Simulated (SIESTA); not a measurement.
**HgTe (Coloradoite): equation of state with LDA**

**Measured values to compare with.**

A printed reference work, monograph reports, for a bulk crystal of HgTe: bulk modulus 43 GPa.

Crystal: HgTe (Coloradoite).

```
CELL_PARAMETERS angstrom
0.00000 3.21450 3.21450
3.21450 0.00000 3.21450
3.21450 3.21450 0.00000
ATOMIC_POSITIONS crystal
Hg 0.00000 0.00000 0.00000
Te 0.75000 0.75000 0.75000
```

- Program: SIESTA 5.4.2
- Task: equation of state
- Functional: LDA
- Potentials or basis: PseudoDojo 0.4 standard (LDA files)
- Basis: DZP (energy shift 0.003 Ry; two zetas on semicore shells)
- Grid cutoff: 800 Ry
- Energy shift: 0.003 Ry
- k mesh: 7 × 7 × 7
- Occupations: fermi-dirac, width 0.05 eV
- Spin: no spin polarisation

* Equilibrium volume: 33.71 Å³/atom
* Bulk modulus: 51 GPa
* Pressure derivative of the bulk modulus: 4.7

Energy against volume, from the lowest point:
| volume (Å³/atom) | energy (meV/atom) |
| --- | --- |
| 31.223 | 33.48 |
| 31.887 | 17.22 |
| 32.551 | 6.61 |
| 33.215 | 1.08 |
| 33.880 | 0.00 |
| 34.544 | 2.99 |
| 35.208 | 9.57 |

All runs of the series together: 2.4 min on 1 thread of Intel(R) Xeon(R) 6975P-C (Granite Rapids), with other jobs on the host.

Against the measured bulk modulus of HgTe, 43 GPa (a printed reference work, monograph), the calculated 51 GPa is off by +17.9 %. The fit is for a static lattice scaled at fixed shape and fixed fractional positions.

Caveat: short orbitals over semicore shells can move pressures by several GPa; the basis of atomic orbitals isn't converged, which shifts pressures, moduli and gaps. The run has no spin-orbit coupling, so splittings on Hg, Te are missing.
